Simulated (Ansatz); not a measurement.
Input and command of a plane-wave DFT calculation in Ansatz:

```yaml
crystal:
  lattice:
    - [0.0, 3.417964348, 3.2707792804]
    - [3.2707792804, 0.0, 3.2707792804]
    - [3.2707792804, 3.417964348, 0.0]
  atoms:
    - { symbol: Sn, position: [0.5, 0.5, 0.5] }
    - { symbol: Sn, position: [0.75, 0.75, 0.75] }
basis:
  ecutwfc: 420
kpoints:
  mp_grid: { grid: [16, 16, 16] }
hamiltonian:
  xc: pbesol
scf:
  occupations: { method: gaussian, width: 0.15 }
output:
  forces: true
  stress: true
  eigenvalues: true
```

```bash
ansatz run input.yaml --threads 1 --pin off --max-ram 2560MiB --backend cpu --events-out ev --progress --plain --runs-dir out
```

Processor: Intel(R) Xeon(R) Platinum 8259CL CPU @ 2.50GHz (Skylake/Cascade Lake), 1 thread, on a host shared with other jobs.

Q: How long does it run, and how much memory does it take?

A: About 28 s on 1 thread of Intel(R) Xeon(R) Platinum 8259CL CPU @ 2.50GHz (Skylake/Cascade Lake), with other jobs on the host, peak memory 0.66 GiB. It solves 18 bands at 349 k points (the mesh reduced by symmetry) with about 1419 plane waves, in 7 SCF iterations.
